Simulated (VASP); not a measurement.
# AgBr (Fm-3m) in VASP: single point with HSE06

Aim: the single point of AgBr with HSE06.

Everything below comes from runs of VASP 6.6.1. Logs are shortened: lines on timing, memory, paths and dates and some standing lists are left out, and cuts for length are marked.

### Step 1. The structure

The structure is cubic, space group Fm-3m (No. 225). Conventional cell: a = 5.786 Å, b = 5.786 Å, c = 5.786 Å, α = 90.00°, β = 90.00°, γ = 90.00°. Ag (site symmetry m-3m) is surrounded by 6 Br at 2.89 Å. Br (site symmetry m-3m) is surrounded by 6 Ag at 2.89 Å.

### Step 2. Single point, HSE06

File POSCAR:

```
AgBr
1.0
    0.0000000000      2.8927622861      2.8927622861
    2.8927622861      0.0000000000      2.8927622861
    2.8927622861      2.8927622861      0.0000000000
Ag Br
1 1
Direct
    0.0000000000      0.0000000000      0.0000000000
    0.5000000000      0.5000000000      0.5000000000
```

File INCAR.step1:

```
SYSTEM = AgBr
  PREC = Accurate
  ENCUT = 520
  EDIFF = 1E-5
  ISMEAR = 0
  SIGMA = 0.01
  LREAL = .False.
  LASPH = .True.
  NELM = 100
  ALGO = Normal
  ISIF = 2
  LWAVE = .True.
  LCHARG = .False.
  NBANDS = 16
  GGA = PE
```

File INCAR.step2:

```
SYSTEM = AgBr
  PREC = Accurate
  ENCUT = 520
  EDIFF = 1E-7
  ISMEAR = 0
  SIGMA = 0.01
  LREAL = .False.
  LASPH = .True.
  NELM = 100
  ALGO = Normal
  ISIF = 2
  LWAVE = .False.
  LCHARG = .False.
  GGA = PE
  LHFCALC = .True.
  HFSCREEN = 0.2079
  PRECFOCK = Normal
  NBANDS = 16
  ISTART = 1
```

File KPOINTS:

```
Automatic mesh
0
Gamma
  4 4 4
  0 0 0
```

Potentials or basis: VASP PAW PBE potentials, release 64 (Ag, Br).

Started as:

```console
$ cat potpaw_PBE.64/Ag/POTCAR potpaw_PBE.64/Br/POTCAR > POTCAR
$ cp INCAR.step1 INCAR
$ mpirun -np 1 vasp_std > vasp.out
$ cp INCAR.step2 INCAR
$ mpirun -np 1 vasp_std > vasp.out
```

OUTCAR:

```text
SYSTEM = AgBr
   PREC = Accurate
   ENCUT = 520
   EDIFF = 1E-7
   ISMEAR = 0
   LREAL = .False.
   LASPH = .True.
   NELM = 100
   ISIF = 2
   GGA = PE
   LHFCALC = .True.
   HFSCREEN = 0.2079
   PRECFOCK = Normal
   ISTART = 1

 ion  position               nearest neighbor table
   1  0.000  0.000  0.000-   2 2.89   2 2.89   2 2.89   2 2.89   2 2.89   2 2.89
   2  0.500  0.500  0.500-   1 2.89   1 2.89   1 2.89   1 2.89   1 2.89   1 2.89

  LATTYP: Found a face centered cubic cell.
 ALAT       =     5.7855245722

  Lattice vectors:

 A1 = (   0.0000000000,   2.8927622861,   2.8927622861)
 A2 = (   2.8927622861,   0.0000000000,   2.8927622861)
 A3 = (   2.8927622861,   2.8927622861,   0.0000000000)

Analysis of symmetry for initial positions (statically):
=====================================================================
 Subroutine PRICEL returns:
 Original cell was already a primitive cell.

 Routine SETGRP: Setting up the symmetry group for a
 face centered cubic supercell.

 Subroutine GETGRP returns: Found 48 space group operations
 (whereof 48 operations were pure point group operations)
 out of a pool of 48 trial point group operations.

The static configuration has the point symmetry O_h .

Analysis of symmetry for dynamics (positions and initial velocities):
=====================================================================
 Subroutine PRICEL returns:
 Original cell was already a primitive cell.

 Routine SETGRP: Setting up the symmetry group for a
 face centered cubic supercell.

 Subroutine GETGRP returns: Found 48 space group operations
 (whereof 48 operations were pure point group operations)
 out of a pool of 48 trial point group operations.

The dynamic configuration has the point symmetry O_h .

 Subroutine INISYM returns: Found 48 space group operations
 (whereof 48 operations are pure point group operations),
 and found     1 'primitive' translations

----------------------------------------------------------------------------------------

                                     Primitive cell

  volume of cell :      48.4137

  direct lattice vectors                    reciprocal lattice vectors
     0.000000000  2.892762286  2.892762286    -0.172845174  0.172845174  0.172845174
     2.892762286  0.000000000  2.892762286     0.172845174 -0.172845174  0.172845174
     2.892762286  2.892762286  0.000000000     0.172845174  0.172845174 -0.172845174

  length of vectors
     4.090983658  4.090983658  4.090983658     0.299376623  0.299376623  0.299376623

  position of ions in fractional coordinates (direct lattice)
     0.000000000  0.000000000  0.000000000
     0.500000000  0.500000000  0.500000000

  ion indices of the primitive-cell ions
   primitive index   ion index
                 1           1
                 2           2

----------------------------------------------------------------------------------------

 KPOINTS: Automatic mesh

Automatic generation of k-mesh.
 Grid dimensions read from file:
 generate k-points for:    4    4    4

 Generating k-lattice:

  Cartesian coordinates                     Fractional coordinates (reciprocal lattice)
    -0.043211293  0.043211293  0.043211293     0.250000000  0.000000000  0.000000000
     0.043211293 -0.043211293  0.043211293     0.000000000  0.250000000  0.000000000
     0.043211293  0.043211293 -0.043211293     0.000000000  0.000000000  0.250000000

  Length of vectors
     0.074844156  0.074844156  0.074844156

  Shift w.r.t. Gamma in fractional coordinates (k-lattice)
     0.000000000  0.000000000  0.000000000

 Subroutine IBZKPT returns following result:
 ===========================================

 Found      8 irreducible k-points:

 Following reciprocal coordinates:
            Coordinates               Weight
  0.000000  0.000000  0.000000      1.000000
  0.250000  0.000000  0.000000      8.000000
  0.500000  0.000000  0.000000      4.000000
  0.250000  0.250000  0.000000      6.000000
  0.500000  0.250000  0.000000     24.000000
 -0.250000  0.250000  0.000000     12.000000
  0.500000  0.500000  0.000000      3.000000
 -0.250000  0.500000  0.250000      6.000000
   k-points           NKPTS =      8   k-points in BZ     NKDIM =     64   number of bands    NBANDS=     16
   number of dos      NEDOS =    301   number of ions     NIONS =      2
   total plane-waves  NPLWV =  27000
   dimension x,y,z NGX =    30 NGY =   30 NGZ =   30
   dimension x,y,z NGXF=    60 NGYF=   60 NGZF=   60
   ions per type =               1   1
   NGX,Y,Z   is equivalent  to a cutoff of  12.19, 12.19, 12.19 a.u.
   NGXF,Y,Z  is equivalent  to a cutoff of  24.38, 24.38, 24.38 a.u.
 SYSTEM =  AgBr
   PREC   = accura    normal or accurate (medium, high low for compatibility)
   ISTART =      1    job   : 0-new  1-cont  2-samecut
   ICHARG =      0    charge: 1-file 2-atom 10-const
   ISPIN  =      1    spin polarized calculation?
   LNONCOLLINEAR =      F non collinear calculations
   LSORBIT =      F    spin-orbit coupling
   LASPH  =      T    aspherical Exc in radial PAW
   ENCUT  =  520.0 eV  38.22 Ry    6.18 a.u.   7.61  7.61  7.61*2*pi/ulx,y,z
   NELM   =    100;   NELMIN=  2; NELMDL=  0     # of ELM steps
   EDIFF  = 0.1E-06   stopping-criterion for ELM
   LREAL  =      F    real-space projection
   EDIFFG = 0.1E-05   stopping-criterion for IOM
   NSW    =      0    number of steps for IOM
   IBRION =     -1    ionic relax: 0-MD 1-quasi-New 2-CG
   NFREE  =      0    steps in history (QN), initial steepest desc. (CG)
   ISIF   =      2    stress and relaxation
   ISYM   =      3    0-nonsym 1-usesym 2-fastsym
   POTIM  = 0.5000    time-step for ionic-motion
   TEBEG  =    0.0;   TEEND  =   0.0 temperature during run
   PSTRESS=    0.0 pullay stress
   NELECT =      18.0000    total number of electrons
   NUPDOWN=      -1.0000    fix difference up-down
   EMIN   =  10.00;   EMAX   =-10.00  energy-range for DOS
   EFERMI =   0.00;   METHOD = LEGACY
   ISMEAR =     0;   SIGMA  =   0.01  broadening in eV -4-tet -1-fermi 0-gaus
   EFERMI_NEDOS =   21; number of points for ismear=-14 and -15
   IALGO  =     38    algorithm
   IMIX   =      1    mixing-type and parameters
     AMIX     =   0.40;   BMIX     =  1.00
     AMIX_MAG =   1.60;   BMIX_MAG =  1.00
  volume/ion in A,a.u.               =      24.21       163.36
  Fermi-wavevector in a.u.,A,eV,Ry     =   1.177180  2.224548 18.854315  1.385753
  Thomas-Fermi vector in A             =   2.313531
   LORBIT       =      0    0 simple, 1 ext, 2 COOP (PROOUT), +10 PAW based schemes
   GGA     = PE    functional components
   LHFCALC =     T    Hartree Fock is set to
   PRECFOCK=normal    Normal, Fast or Accurate (Low or Medium for compatibility)
   ENCUT4O =  -1.0   cutoff for four orbital integrals eV
   NKREDX  =     1    reduce k-point grid by
   NKREDY  =     1    reduce k-point grid by
   NKREDZ  =     1    reduce k-point grid by
   AEXX    =    0.2500 exact exchange contribution
   HFSCREEN=    0.2079 screening length (either q_TF or 0.3 A-1)
   HFSCREENC=   0.2079 screening length for correlation (either q_TF or 0.3 A-1)
   ENCUTFOCK=  -1.0 apply spherical cutoff to Coloumb kernel
   IVDW    =     0    specifies the selected vdW correction
   LEPSILON=     F    determine dielectric tensor
   LRPA    =     F    only Hartree local field effects (RPA)
 non-spin polarized calculation
 Gauss-broadening in eV      SIGMA  =   0.01
  energy-cutoff  :      520.00
  volume of cell :       48.41
 maximum number of plane-waves:      1323
  NGX = 24; NGY = 24; NGZ = 24

 number of electron      18.0000004 magnetization

 Free energy of the ion-electron system (eV)
  ---------------------------------------------------
  ext. energy  EPLUGINS =         0.00000000
  ---------------------------------------------------
  free energy    TOTEN  =        -6.08591583 eV

  energy without entropy =       -6.08591583  energy(sigma->0) =       -6.08591583

 E-fermi :   2.5331     XC(G=0):  -8.0426

 val. band max:        2.4232104290   @ k =   0.5000   0.0000   0.0000
 cond. band min:       4.4393204455   @ k =   0.0000   0.0000   0.0000
 fundamental gap:      2.0161100165
 Fermi energy:         2.5331456080

 k-point     1 :       0.0000    0.0000    0.0000
  band No.  band energies     occupation
      1     -13.5172      2.00000
      2      -0.8353      2.00000
      3      -0.8353      2.00000
      4      -0.8010      2.00000
      5      -0.8010      2.00000
      6      -0.8010      2.00000
      7       0.6730      2.00000
      8       0.6730      2.00000
      9       0.6730      2.00000
     10       4.4393      0.00000
     11      13.7313      0.00000
     12      13.7313      0.00000
     13      13.7313      0.00000
     14      14.9173      0.00000
     15      15.9231      0.00000
     16      15.9231      0.00000

 k-point     2 :       0.2500    0.0000    0.0000
  band No.  band energies     occupation
      1     -13.2948      2.00000
      2      -1.7474      2.00000
      3      -1.6019      2.00000
      4      -1.6019      2.00000
      5      -0.6643      2.00000
      6      -0.6643      2.00000
      7      -0.0954      2.00000
      8       1.6833      2.00000
      9       1.6833      2.00000
     10       6.6143      0.00000
     11      11.0311      0.00000
     12      12.1350      0.00000
     13      12.1350      0.00000
     14      15.0944      0.00000
     15      15.2815      0.00000
     16      15.2815      0.00000

 k-point     3 :       0.5000    0.0000    0.0000
  band No.  band energies     occupation
      1     -13.0510      2.00000
      2      -2.8488      2.00000
      3      -2.0585      2.00000
      4      -2.0585      2.00000
      5      -0.5186      2.00000
      6      -0.5186      2.00000
      7      -0.0385      2.00000
      8       2.4232      2.00000
      9       2.4232      2.00000
     10       7.4550      0.00000
     11      10.6523      0.00000
     12      10.6523      0.00000
     13      10.6721      0.00000
     14      16.0805      0.00000
     15      17.2264      0.00000
     16      17.2264      0.00000

 k-point     4 :       0.2500    0.2500    0.0000
  band No.  band energies     occupation
      1     -13.2479      2.00000
      2      -2.1884      2.00000
      3      -0.9236      2.00000
      4      -0.8882      2.00000
      5      -0.8882      2.00000
      6      -0.7617      2.00000
      7       0.5430      2.00000
      8       0.5430      2.00000
      9       0.7253      2.00000
     10       7.0353      0.00000
     11      10.5663      0.00000
     12      11.5245      0.00000
     13      13.4184      0.00000
     14      13.4184      0.00000
     15      17.6287      0.00000
     16      19.0008      0.00000

 k-point     5 :       0.5000    0.2500    0.0000
  band No.  band energies     occupation
      1     -13.0367      2.00000
      2      -2.2233      2.00000
      3      -1.7883      2.00000
      4      -1.6634      2.00000
      5      -0.6540      2.00000
      6      -0.4802      2.00000
      7      -0.1227      2.00000
      8       1.0385      2.00000
      9       1.3012      2.00000
     10       7.2978      0.00000
     11      10.0119      0.00000
     12      11.7462      0.00000
     13      12.5587      0.00000
     14      15.0664      0.00000
     15      17.8096      0.00000
     16      18.7278      0.00000

 k-point     6 :      -0.2500    0.2500    0.0000
  band No.  band energies     occupation
      1     -13.0867      2.00000
      2      -2.4316      2.00000
      3      -1.9842      2.00000
      4      -1.4509      2.00000
      5      -0.5924      2.00000
      6      -0.5354      2.00000
      7       0.2126      2.00000
      8       0.3966      2.00000
      9       2.3203      2.00000
     10       8.7836      0.00000
     11       9.0988      0.00000
     12      11.1606      0.00000
     13      11.4855      0.00000
     14      15.0906      0.00000
     15      17.5520      0.00000
     16      18.4399      0.00000

 k-point     7 :       0.5000    0.5000    0.0000
  band No.  band energies     occupation
      1     -13.0205      2.00000
      2      -1.7607      2.00000
      3      -1.0452      2.00000
      4      -0.6871      2.00000
      5      -0.4189      2.00000
      6      -0.4189      2.00000
      7      -0.3358      2.00000
      8      -0.2646      2.00000
      9      -0.2646      2.00000
     10       5.5000      0.00000
     11      10.7133      0.00000
     12      12.9542      0.00000
     13      15.1000      0.00000
     14      15.1000      0.00000
     15      18.9316      0.00000
     16      18.9316      0.00000

 k-point     8 :      -0.2500    0.5000    0.2500
  band No.  band energies     occupation
      1     -12.9873      2.00000
      2      -1.9717      2.00000
      3      -1.5722      2.00000
      4      -1.5722      2.00000
      5      -0.4247      2.00000
      6      -0.4187      2.00000
      7      -0.1330      2.00000
      8      -0.1330      2.00000
      9       0.8709      2.00000
     10       7.6344      0.00000
     11      11.0596      0.00000
     12      11.4567      0.00000
     13      11.4567      0.00000
     14      16.8564      0.00000
     15      16.8564      0.00000
     16      18.8964      0.00000

------------------------ aborting loop because EDIFF is reached ----------------------------------------

  FORCE on cell =-STRESS in cart. coord.  units (eV):
  Direction    XX          YY          ZZ          XY          YZ          ZX
  --------------------------------------------------------------------------------------
  -------------------------------------------------------------------------------------
  Total        0.3202711      0.3202711      0.3202711     -0.0000000     -0.0000000      0.0000000
  in kB       10.5988835     10.5988835     10.5988835     -0.0000000     -0.0000000      0.0000000
  external PRESSURE =      10.5988835 kB  Pullay stress =       0.0000000 kB

 VOLUME and BASIS-vectors are now :
 -----------------------------------------------------------------------------
  energy-cutoff  :      520.00
  volume of cell :       48.41
      direct lattice vectors                 reciprocal lattice vectors
     0.000000000  2.892762286  2.892762286    -0.172845174  0.172845174  0.172845174
     2.892762286  0.000000000  2.892762286     0.172845174 -0.172845174  0.172845174
     2.892762286  2.892762286  0.000000000     0.172845174  0.172845174 -0.172845174

 POSITION                                       TOTAL-FORCE (eV/Angst)
 -----------------------------------------------------------------------------------
      0.00000      0.00000      0.00000        -0.000000      0.000000     -0.000000
      2.89276      2.89276      2.89276         0.000000      0.000000      0.000000
 -----------------------------------------------------------------------------------
    total drift:                                0.000181      0.000279      0.000267

  FREE ENERGIE OF THE ION-ELECTRON SYSTEM (eV)
  ---------------------------------------------------
  free  energy   TOTEN  =        -6.0859158258 eV

  energy  without entropy=       -6.0859158258  energy(sigma->0) =       -6.08591583
```

Run time: 5.3 min. Hardware: 1 thread of AMD EPYC 9R45 (Zen 5), shared host; peak memory 0.25 GiB.

What came out:

```
Free energy            : -6.0859 eV
Pressure               : 1.1 GPa
Band gap on the k mesh : 2.02 eV, indirect (least direct gap 3.77 eV)
```

Caveat: the k mesh is coarse (spacing up to 0.47 Å⁻¹), so the values aren't converged, least of all with exact exchange; the PAW data sets were made with another functional, which shifts forces and pressure a little. A k mesh can miss the band edges.
